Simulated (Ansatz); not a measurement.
# Au in Ansatz: the effect of functional

Au:

```
Au
1.0
     2.90000    0.00000    0.00000
    -1.45000    2.51147    0.00000
     0.00000    0.00000    4.88000
Au
2
Direct
  0.66667 0.33333 0.25000
  0.33333 0.66667 0.75000
```

This isn't the form of Au at room conditions, which is fcc.

Alike in all runs:

- Program: Ansatz 0.2.0
- Task: band structure
- Potentials or basis: Ansatz PAW
- k mesh: 6 × 6 × 3
- Occupations: fermi-dirac, width 0.05 eV
- Spin: no spin polarisation

Problem. One run gave: pressure -6.0 GPa. Which functional did it use?
A. PBEsol
B. LDA
C. r2SCAN

Solution. A.

```csv
functional,cutoff,pressure (GPa)
LDA,420 eV (not typed: the program's choice for these potentials),-10.2
PBEsol,420 eV (not typed: the program's choice for these potentials),-6.0
r2SCAN,500 eV (not typed: the program's choice for these potentials),-0.1
```

Caveats: all runs use coarse meshes; the PAW data sets come from PBE, with cores solved anew for the run's functional, which leaves a small shift of forces and pressure.
